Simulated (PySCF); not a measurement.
Compound: aniline, C6H7N.
SMILES with atom numbers: `[NH2:1][c:2]1[cH:3][cH:4][cH:5][cH:6][cH:7]1` (hydrogens: H8, H9 on N1; H10 on C3; H11 on C4; H12 on C5; H13 on C6; H14 on C7)

The calculation used PySCF 2.14.0, B3LYP/6-31+G* geometry optimisation, gas phase.

Question: List the bond lengths and angles at this level.

Answer: 
```csv
bond,length (Å),order
N1–C2,1.401,single
"C2–C3, C2–C7",1.406,aromatic
"C3–C4, C6–C7",1.396,aromatic
"C4–C5, C5–C6",1.399,aromatic
"N1–H8, N1–H9",1.013,single
"C3–H10, C7–H14",1.088,single
"C4–H11, C6–H13",1.087,single
C5–H12,1.086,single
```

Bonds in one row agree within 0.01 Å and their mean is given. Orders are formal, as drawn. A selection of angles:
```csv
angle,degrees
C2–N1–H8,115.4
H8–N1–H9,111.5
N1–C2–C3,120.7
C3–C2–C7,118.6
C2–C3–C4,120.5
C2–C3–H10,119.5
C4–C3–H10,120.0
C3–C4–C5,120.8
C3–C4–H11,119.2
C5–C4–H11,120.0
C4–C5–C6,118.9
C4–C5–H12,120.6
```

N1 (aniline-type nitrogen) is pyramidal (angles 115.4°, 115.4° and 111.5°, sum 342.2°, 0.28 Å off the plane of its three neighbours). Of the pairs four or more bonds apart, H8···H14 is among the closest relative to their van der Waals radii: 2.43 Å, 101 % of the sum of Bondi's values. The 6-membered ring C2–C3–C4–C5–C6–C7 has internal angles of 118.6° to 120.8° (sum 720°, against 720° for a flat polygon); it is planar, 0.00 Å rms from its mean plane, widest ring torsion 0°. The 7 heavy atoms lie in one plane (0.014 Å rms).

Point group: Cs (tolerance 0.08 Å). No B3LYP/6-31+G* frequencies stand behind this structure, so it isn't proved a minimum.
